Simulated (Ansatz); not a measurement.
## Deforming Sr

```xyz
2
Lattice="4.3100 0.0000 0.0000 -2.1550 3.7326 0.0000 0.0000 0.0000 7.0500" Properties=species:S:1:pos:R:3 pbc="T T T"
Sr    0.0000    2.4884    1.7625
Sr    2.1550    1.2442    5.2875
```

Atoms are numbered in the order listed.

The cell is COD entry 1540836, as deposited and not checked against the literature; nothing was relaxed.

Computed with Ansatz 0.2.0, DFT, PBE, all-electron PAW with datasets made for the crystal, scalar-relativistic.

Sampling and basis: a Γ-centred 10×10×5 k mesh, Fermi–Dirac smearing of 0.08 eV, cutoff 200 eV (chosen by the program for this cell), no spin polarisation.

The unchanged cell is at -0.28 GPa.

In a metal, stresses and small energies carry noise from the k mesh.

x, y and z are the Cartesian axes of the cell as listed; fractional coordinates follow a strain, and an engineering shear is twice the off-diagonal strain component.

(1) One change gave: energy change +3 meV/atom; stress change (xx, yy, zz, yz, xz, xy) -0.16, -0.16, 0.35, 0.00, 0.00, 0.00 GPa, compression positive. Which change was it?
A. atom 1 (Sr) moved by (0.0000, 0.0000, 0.0800) Å
B. equal xy, yz and zx engineering shear strains of -1.5 %
C. z strained by -2 % at fixed volume

Answers

(1) C. For equal xy, yz and zx engineering shear strains of -1.5 %: energy change under 1 meV/atom; stress change (xx, yy, zz, yz, xz, xy) 0.00, 0.01, 0.00, 0.08, 0.08, 0.13 GPa, compression positive; change of the force on Sr1 (0.014, 0.000, 0.001) eV/Å. For atom 1 (Sr) moved by (0.0000, 0.0000, 0.0800) Å: energy change +2 meV/atom; stress change (xx, yy, zz, yz, xz, xy) 0.01, 0.01, 0.03, 0.00, 0.00, 0.00 GPa, compression positive; change of the force on Sr1 (0.000, 0.000, -0.103) eV/Å.
